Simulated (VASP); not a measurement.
# W (Fm-3m) in VASP: density of states with PBE

Aim: the density of states of W with PBE.

Everything below comes from runs of VASP 6.6.1. Logs are shortened: lines on timing, memory, paths and dates and some standing lists are left out, and cuts for length are marked.

## 1. The crystal as given

Symmetry: Fm-3m, No. 225, cubic system. Conventional cell: a = 4.037 Å, b = 4.037 Å, c = 4.037 Å, α = 90.00°, β = 90.00°, γ = 90.00°. W (site symmetry m-3m) is surrounded by 12 W at 2.85 Å.

The cell was built by a generator and needn't be a form met in nature.

## 2. Density of states, PBE

Contents of POSCAR:

```
W
1.0
    0.0000000000      2.0185702277      2.0185702277
    2.0185702277      0.0000000000      2.0185702277
    2.0185702277      2.0185702277      0.0000000000
W
1
Direct
    0.0000000000      0.0000000000      0.0000000000
```

Contents of INCAR.step1:

```
SYSTEM = W
PREC     = Accurate       ! precision mode
ENCUT    = 520            ! plane-wave cutoff, eV
EDIFF    = 1E-7           ! SCF threshold, eV
ISMEAR   = 0              ! smearing method
SIGMA    = 0.05           ! smearing width, eV
LREAL    = .FALSE.        ! projectors in reciprocal space
LASPH    = .TRUE.         ! aspherical terms in the spheres
NELM     = 100            ! most SCF steps
ALGO     = Fast           ! electronic algorithm
ISIF     = 2              ! what is computed and relaxed
LWAVE    = .FALSE.        ! write WAVECAR
LCHARG   = .TRUE.         ! write CHGCAR
LMAXMIX  = 4              ! l up to which the mixer works
GGA      = PE             ! functional
NBANDS   = 13             ! bands
```

Contents of KPOINTS.step1:

```
Automatic mesh
0
G
  18 18 18
  0 0 0
```

Contents of INCAR.step2:

```
SYSTEM = W
PREC     = Accurate       ! precision mode
ENCUT    = 520            ! plane-wave cutoff, eV
EDIFF    = 1E-7           ! SCF threshold, eV
ISMEAR   = -5             ! smearing method
SIGMA    = 0.05           ! smearing width, eV
LREAL    = .FALSE.        ! projectors in reciprocal space
LASPH    = .TRUE.         ! aspherical terms in the spheres
NELM     = 100            ! most SCF steps
ALGO     = Fast           ! electronic algorithm
ISIF     = 2              ! what is computed and relaxed
LWAVE    = .FALSE.        ! write WAVECAR
LCHARG   = .FALSE.        ! write CHGCAR
LMAXMIX  = 4              ! l up to which the mixer works
GGA      = PE             ! functional
LORBIT   = 10             ! projections on sites
NEDOS    = 2001           ! points of the DOS
ICHARG   = 11             ! starting density
```

Contents of KPOINTS.step2:

```
Automatic mesh
0
G
  27 27 27
  0 0 0
```

Potentials or basis: VASP PAW PBE potentials, release 64 (W_sv).

On the command line:

```
> cat potpaw_PBE.64/W_sv/POTCAR > POTCAR
> cp INCAR.step1 INCAR
> cp KPOINTS.step1 KPOINTS
> mpirun -np 1 vasp_std > vasp.out
> cp INCAR.step2 INCAR
> cp KPOINTS.step2 KPOINTS
> mpirun -np 1 vasp_std > vasp.out
```

OUTCAR:

```text
SYSTEM = W
   PREC = Accurate
   ENCUT = 520
   EDIFF = 1E-7
   ISMEAR = -5
   LREAL = .FALSE.
   LASPH = .TRUE.
   NELM = 100
   ISIF = 2
   GGA = PE
   LORBIT = 10
   ICHARG = 11

 ion  position               nearest neighbor table
   1  0.000  0.000  0.000-

  LATTYP: Found a face centered cubic cell.
 ALAT       =     4.0371404554

  Lattice vectors:

 A1 = (   0.0000000000,   2.0185702277,   2.0185702277)
 A2 = (   2.0185702277,   0.0000000000,   2.0185702277)
 A3 = (   2.0185702277,   2.0185702277,   0.0000000000)

Analysis of symmetry for initial positions (statically):
=====================================================================
 Subroutine PRICEL returns:
 Original cell was already a primitive cell.

 Routine SETGRP: Setting up the symmetry group for a
 face centered cubic supercell.

 Subroutine GETGRP returns: Found 48 space group operations
 (whereof 48 operations were pure point group operations)
 out of a pool of 48 trial point group operations.

The static configuration has the point symmetry O_h .

Analysis of symmetry for dynamics (positions and initial velocities):
=====================================================================
 Subroutine PRICEL returns:
 Original cell was already a primitive cell.

 Routine SETGRP: Setting up the symmetry group for a
 face centered cubic supercell.

 Subroutine GETGRP returns: Found 48 space group operations
 (whereof 48 operations were pure point group operations)
 out of a pool of 48 trial point group operations.

The dynamic configuration has the point symmetry O_h .

 Subroutine INISYM returns: Found 48 space group operations
 (whereof 48 operations are pure point group operations),
 and found     1 'primitive' translations

----------------------------------------------------------------------------------------

                                     Primitive cell

  volume of cell :      16.4498

  direct lattice vectors                    reciprocal lattice vectors
     0.000000000  2.018570228  2.018570228    -0.247700077  0.247700077  0.247700077
     2.018570228  0.000000000  2.018570228     0.247700077 -0.247700077  0.247700077
     2.018570228  2.018570228  0.000000000     0.247700077  0.247700077 -0.247700077

  length of vectors
     2.854689393  2.854689393  2.854689393     0.429029118  0.429029118  0.429029118

  position of ions in fractional coordinates (direct lattice)
     0.000000000  0.000000000  0.000000000

  ion indices of the primitive-cell ions
   primitive index   ion index
                 1           1

----------------------------------------------------------------------------------------

 KPOINTS: Automatic mesh

Automatic generation of k-mesh.
 Grid dimensions read from file:
 generate k-points for:   27   27   27

 Generating k-lattice:

  Cartesian coordinates                     Fractional coordinates (reciprocal lattice)
    -0.009174077  0.009174077  0.009174077     0.037037037  0.000000000  0.000000000
     0.009174077 -0.009174077  0.009174077     0.000000000  0.037037037  0.000000000
     0.009174077  0.009174077 -0.009174077     0.000000000  0.000000000  0.037037037

  Length of vectors
     0.015889967  0.015889967  0.015889967

  Shift w.r.t. Gamma in fractional coordinates (k-lattice)
     0.000000000  0.000000000  0.000000000

 TETIRR: Found   2653 inequivalent tetrahedra from   118098

 Subroutine IBZKPT returns following result:
 ===========================================

 Found    560 irreducible k-points:

 Following reciprocal coordinates:
            Coordinates               Weight
  0.000000  0.000000  0.000000      1.000000
  0.037037  0.000000  0.000000      8.000000
  0.074074  0.000000  0.000000      8.000000
  0.111111  0.000000  0.000000      8.000000
  0.148148  0.000000  0.000000      8.000000
  0.185185  0.000000  0.000000      8.000000
[... 16 lines left out ...]
  0.333333  0.037037  0.000000     24.000000
  0.370370  0.037037  0.000000     24.000000
 [... further k-points ...]
   k-points           NKPTS =    560   k-points in BZ     NKDIM =    560   number of bands    NBANDS=     11
   number of dos      NEDOS =   2001   number of ions     NIONS =      1
   total plane-waves  NPLWV =  13824
   dimension x,y,z NGX =    24 NGY =   24 NGZ =   24
   dimension x,y,z NGXF=    48 NGYF=   48 NGZF=   48
   ions per type =               1
   NGX,Y,Z   is equivalent  to a cutoff of  13.98, 13.98, 13.98 a.u.
   NGXF,Y,Z  is equivalent  to a cutoff of  27.95, 27.95, 27.95 a.u.
 SYSTEM =  W
   PREC   = accura    normal or accurate (medium, high low for compatibility)
   ISTART =      0    job   : 0-new  1-cont  2-samecut
   ICHARG =     11    charge: 1-file 2-atom 10-const
   ISPIN  =      1    spin polarized calculation?
   LNONCOLLINEAR =      F non collinear calculations
   LSORBIT =      F    spin-orbit coupling
   LASPH  =      T    aspherical Exc in radial PAW
   ENCUT  =  520.0 eV  38.22 Ry    6.18 a.u.   5.31  5.31  5.31*2*pi/ulx,y,z
   NELM   =    100;   NELMIN=  2; NELMDL=  0     # of ELM steps
   EDIFF  = 0.1E-06   stopping-criterion for ELM
   LREAL  =      F    real-space projection
   EDIFFG = 0.1E-05   stopping-criterion for IOM
   NSW    =      0    number of steps for IOM
   IBRION =     -1    ionic relax: 0-MD 1-quasi-New 2-CG
   NFREE  =      0    steps in history (QN), initial steepest desc. (CG)
   ISIF   =      2    stress and relaxation
   ISYM   =      2    0-nonsym 1-usesym 2-fastsym
   POTIM  = 0.5000    time-step for ionic-motion
   TEBEG  =    0.0;   TEEND  =   0.0 temperature during run
   PSTRESS=    0.0 pullay stress
   NELECT =      14.0000    total number of electrons
   NUPDOWN=      -1.0000    fix difference up-down
   EMIN   =  10.00;   EMAX   =-10.00  energy-range for DOS
   EFERMI =   0.00;   METHOD = LEGACY
   ISMEAR =    -5;   SIGMA  =   0.05  broadening in eV -4-tet -1-fermi 0-gaus
   EFERMI_NEDOS =   21; number of points for ismear=-14 and -15
   IALGO  =     68    algorithm
   IMIX   =      4    mixing-type and parameters
     AMIX     =   0.40;   BMIX     =  1.00
     AMIX_MAG =   1.60;   BMIX_MAG =  1.00
  volume/ion in A,a.u.               =      16.45       111.01
  Fermi-wavevector in a.u.,A,eV,Ry     =   1.551423  2.931765 32.748057  2.406914
  Thomas-Fermi vector in A             =   2.655945
   LORBIT       =     10    0 simple, 1 ext, 2 COOP (PROOUT), +10 PAW based schemes
   GGA     = PE    functional components
   LHFCALC =     F    Hartree Fock is set to
   AEXX    =    0.0000 exact exchange contribution
   IVDW    =     0    specifies the selected vdW correction
   LEPSILON=     F    determine dielectric tensor
   LRPA    =     F    only Hartree local field effects (RPA)
 non-spin polarized calculation
 RMM-DIIS sequential band-by-band and
 Fermi weights with tetrahedron method with Bloechl corrections
  energy-cutoff  :      520.00
  volume of cell :       16.45
 maximum number of plane-waves:       459
 NGX is ok and might be reduce to    24

 number of electron      14.0000002 magnetization

 Free energy of the ion-electron system (eV)
  ---------------------------------------------------
  ext. energy  EPLUGINS =         0.00000000
  ---------------------------------------------------
  free energy    TOTEN  =       -12.47054923 eV

  energy without entropy =      -12.47054923  energy(sigma->0) =      -12.47054923

 E-fermi :  10.4463     XC(G=0): -13.4230

 val. band max:       10.4670515741   @ k =  -0.4074   0.1111   0.0370
 cond. band min:      10.4418261763   @ k =  -0.4815   0.1481   0.0000
 fundamental gap:     -0.0252253978
 Fermi energy:        10.4463484048

 k-point     1 :       0.0000    0.0000    0.0000
  band No.  band energies     occupation
      1     -63.2250      2.00000
      2     -26.8584      2.00000
      3     -26.8584      2.00000
      4     -26.8584      2.00000
      5       1.4769      2.00000
      6       9.9007      2.00000
      7       9.9007      2.00000
      8       9.9007      2.00000
      9      13.0155      0.00000
     10      13.0155      0.00000
     11      23.2403      0.00000

 k-point     2 :       0.0370    0.0000    0.0000
  band No.  band energies     occupation
      1     -63.2236      2.00000
      2     -26.8748      2.00000
      3     -26.8605      2.00000
      4     -26.8605      2.00000
      5       1.5375      2.00000
      6       9.8526      2.00000
      7       9.9297      2.00000
      8       9.9297      2.00000
      9      12.9882      0.00000
     10      12.9882      0.00000
     11      23.3638      0.00000

 k-point     3 :       0.0741    0.0000    0.0000
  band No.  band energies     occupation
      1     -63.2194      2.00000
      2     -26.9230      2.00000
      3     -26.8666      2.00000
      4     -26.8666      2.00000
      5       1.7164      2.00000
      6       9.7172      2.00000
      7      10.0116      2.00000
      8      10.0116      2.00000
      9      12.9153      0.00000
     10      12.9153      0.00000
     11      23.7189      0.00000
[... 267 lines left out ...]
 k-point    23 :       0.3333    0.0370    0.0000
  band No.  band energies     occupation
      1     -63.1491      2.00000
      2     -27.6854      2.00000
      3     -26.9821      2.00000
      4     -26.9671      2.00000
      5       4.4889      2.00000
      6       9.1370      2.00000
      7      10.0374      2.00000
      8      10.1691      2.00000
      9      13.6558      0.00000
     10      14.1747      0.00000
     11      22.4846      0.00000

 k-point    24 :       0.3704    0.0370    0.0000
  band No.  band energies     occupation
      1     -63.1388      2.00000
      2     -27.7917      2.00000
      3     -26.9954      2.00000
      4     -26.9839      2.00000
      5       4.7152      2.00000
      6       9.5282      2.00000
      7       9.8973      2.00000
      8      10.0314      2.00000
      9      14.1734      0.00000
     10      14.6177      0.00000
     11      21.9821      0.00000

 [... further k-points ...]

------------------------ aborting loop because EDIFF is reached ----------------------------------------

  FORCE on cell =-STRESS in cart. coord.  units (eV):
  Direction    XX          YY          ZZ          XY          YZ          ZX
  --------------------------------------------------------------------------------------
  -------------------------------------------------------------------------------------
  Total        0.0615420      0.0615420      0.0615420     -0.0000000      0.0000000      0.0000000
  in kB        5.9940517      5.9940517      5.9940517     -0.0000000      0.0000000      0.0000000
  external PRESSURE =       5.9940517 kB  Pullay stress =       0.0000000 kB

 VOLUME and BASIS-vectors are now :
 -----------------------------------------------------------------------------
  energy-cutoff  :      520.00
  volume of cell :       16.45
      direct lattice vectors                 reciprocal lattice vectors
     0.000000000  2.018570228  2.018570228    -0.247700077  0.247700077  0.247700077
     2.018570228  0.000000000  2.018570228     0.247700077 -0.247700077  0.247700077
     2.018570228  2.018570228  0.000000000     0.247700077  0.247700077 -0.247700077

 POSITION                                       TOTAL-FORCE (eV/Angst)
 -----------------------------------------------------------------------------------
      0.00000      0.00000      0.00000         0.000000     -0.000000     -0.000000
 -----------------------------------------------------------------------------------
    total drift:                               -0.000000      0.000000      0.000000

  FREE ENERGIE OF THE ION-ELECTRON SYSTEM (eV)
  ---------------------------------------------------
  free  energy   TOTEN  =       -12.4705492296 eV

  energy  without entropy=      -12.4705492296  energy(sigma->0) =      -12.47054923

 total charge

# of ion       s       p       d       tot
------------------------------------------
    1        2.406   6.309   3.310  12.025
```

It took 77 s on 1 thread of Intel Xeon Platinum 8375C at 2.90GHz (Ice Lake), shared host; peak memory 0.22 GiB.

What came out:

- Valence electrons inside the program's atomic spheres: W 12.03

States per cell in windows of 0.5 eV (zero at the Fermi level; states under -8 eV left out):
```csv
from (eV),total,W1_d,W1_p,W1_s
-8.0,0.04,0.00,0.00,0.02
-7.5,0.05,0.00,0.00,0.02
-7.0,0.06,0.00,0.00,0.02
-6.5,0.09,0.01,0.01,0.03
-6.0,0.15,0.03,0.01,0.04
-5.5,0.34,0.12,0.02,0.07
-5.0,0.41,0.17,0.02,0.06
-4.5,0.48,0.25,0.02,0.05
-4.0,0.49,0.29,0.02,0.03
-3.5,0.36,0.22,0.02,0.01
-3.0,0.54,0.33,0.04,0.01
-2.5,0.45,0.28,0.03,0.00
-2.0,0.58,0.36,0.05,0.01
-1.5,0.66,0.40,0.06,0.01
-1.0,0.62,0.39,0.06,0.01
-0.5,0.68,0.48,0.04,0.01
0.0,0.47,0.33,0.03,0.00
0.5,0.37,0.28,0.02,0.00
1.0,0.39,0.30,0.02,0.00
1.5,0.51,0.39,0.02,0.01
2.0,0.35,0.28,0.02,0.00
2.5,0.36,0.29,0.01,0.00
3.0,0.34,0.29,0.01,0.00
3.5,0.36,0.31,0.01,0.00
4.0,0.45,0.39,0.01,0.00
4.5,0.60,0.53,0.01,0.00
5.0,0.44,0.40,0.01,0.00
5.5,0.28,0.24,0.01,0.00
6.0,0.18,0.14,0.02,0.01
6.5,0.21,0.14,0.02,0.02
7.0,0.25,0.13,0.03,0.04
7.5,0.18,0.08,0.03,0.03
```

Caveat: tetrahedron occupations give inexact forces and stress in metals. Spin-orbit coupling is left out, which matters for the levels of W.
